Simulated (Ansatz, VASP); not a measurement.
**One calculation of KF, two programs**

```
CELL_PARAMETERS angstrom
0.00000 2.67013 2.65338
2.67013 0.00000 2.65338
2.67013 2.67013 0.00000
ATOMIC_POSITIONS crystal
K 0.00000 0.00000 0.00000
F 0.50000 0.50000 0.50000
```

Change from the starting cell: epitaxial_xy strain +0.4%.

Alike in both runs: task single point; functional r2SCAN; k mesh 8 × 8 × 8; no spin polarisation.

|  | VASP | Ansatz |
| --- | --- | --- |
| version | VASP 6.6.1 | Ansatz 0.2.0 |
| potentials or method | VASP PAW PBE potentials, release 64 (K_sv, F) | plane waves, PAW |
| plane-wave cutoff (eV) | 520 | 500 |
| occupations | gaussian, width 0.01 eV | fixed |
| valence electrons in the cell | 16 | 16 |

Ansatz gave:

| Property | Result |
| --- | --- |
| gap on the k mesh at the Fermi level (eV) | 6.87 |
| pressure (GPa) | -0.2 |
| largest component of the traceless stress (GPa) | 0.26 |

Task: Estimate VASP's values.

Result: gap on the k mesh at the Fermi level (eV): 6.87; pressure (GPa): -0.3; largest component of the traceless stress (GPa): 0.26.

Caveats: the PAW data sets were made with another functional, which shifts forces and pressure a little (VASP). A k mesh can miss the band edges.
